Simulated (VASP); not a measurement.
Wanted: the native input for a VASP 6.6.1 run.

- Task: band structure
- Functional: MS2
- Potentials or basis: VASP PAW PBE potentials, release 64 (Sb, Ga_d)
- Cutoff: 520 eV
- k mesh: 8 × 8 × 8
- Occupations: fermi-dirac, width 0.05 eV
- Spin: no spin polarisation
- Further INCAR settings: ALGO = Normal; EDIFF = 1e-06; NBANDS = 16

The structure of GaSb lies in POSCAR:

```
GaSb
1.0
    0.0000000000      3.0590000000      3.0590000000
    3.0590000000      0.0000000000      3.0590000000
    3.0590000000      3.0590000000      0.0000000000
Sb Ga
1 1
Direct
    0.7500000000      0.7500000000      0.7500000000
    0.0000000000      0.0000000000      0.0000000000
```

These files were run (other wordings do the same):

INCAR

```
SYSTEM = GaSb
PREC = Accurate
ENCUT = 520
EDIFF = 1E-6
ISMEAR = -1
SIGMA = 0.05
LREAL = .FALSE.
LASPH = .TRUE.
NELM = 80
ALGO = Normal
ISIF = 2
LWAVE = .FALSE.
LCHARG = .FALSE.
METAGGA = MS2
LMIXTAU = .TRUE.
NBANDS = 16
```

KPOINTS

```
Automatic mesh
0
G
  8 8 8
  0 0 0
```

KPOINTS_OPT

```
path GXWKGLUWLK,UX
10
line-mode
reciprocal
 0.0000000000  0.0000000000  0.0000000000  G
 0.5000000000  0.0000000000  0.5000000000  X

 0.5000000000  0.0000000000  0.5000000000  X
 0.5000000000  0.2500000000  0.7500000000  W

 0.5000000000  0.2500000000  0.7500000000  W
 0.3750000000  0.3750000000  0.7500000000  K

 0.3750000000  0.3750000000  0.7500000000  K
 0.0000000000  0.0000000000  0.0000000000  G

 0.0000000000  0.0000000000  0.0000000000  G
 0.5000000000  0.5000000000  0.5000000000  L

 0.5000000000  0.5000000000  0.5000000000  L
 0.6250000000  0.2500000000  0.6250000000  U

 0.6250000000  0.2500000000  0.6250000000  U
 0.5000000000  0.2500000000  0.7500000000  W

 0.5000000000  0.2500000000  0.7500000000  W
 0.5000000000  0.5000000000  0.5000000000  L

 0.5000000000  0.5000000000  0.5000000000  L
 0.3750000000  0.3750000000  0.7500000000  K

 0.6250000000  0.2500000000  0.6250000000  U
 0.5000000000  0.0000000000  0.5000000000  X
```

Potentials or basis: VASP PAW PBE potentials, release 64 (Sb, Ga_d).

Command:

```sh
$ cat potpaw_PBE.64/Sb/POTCAR potpaw_PBE.64/Ga_d/POTCAR > POTCAR
$ mpirun -np 1 vasp_std > vasp.out
```

Results of the run:

The pressure is -0.2 GPa and the band gap on the k mesh is 0.34 eV, direct. The band gap along the path is 0.34 eV, direct.

Caveat: the PAW data sets were made with another functional, which shifts forces and pressure a little; spin-orbit coupling is left out, which moves the levels of the heavy elements.

Run time: 3.4 min on 1 thread of Intel(R) Xeon(R) Platinum 8559C (Emerald Rapids) (shared host), peak memory 0.19 GiB.
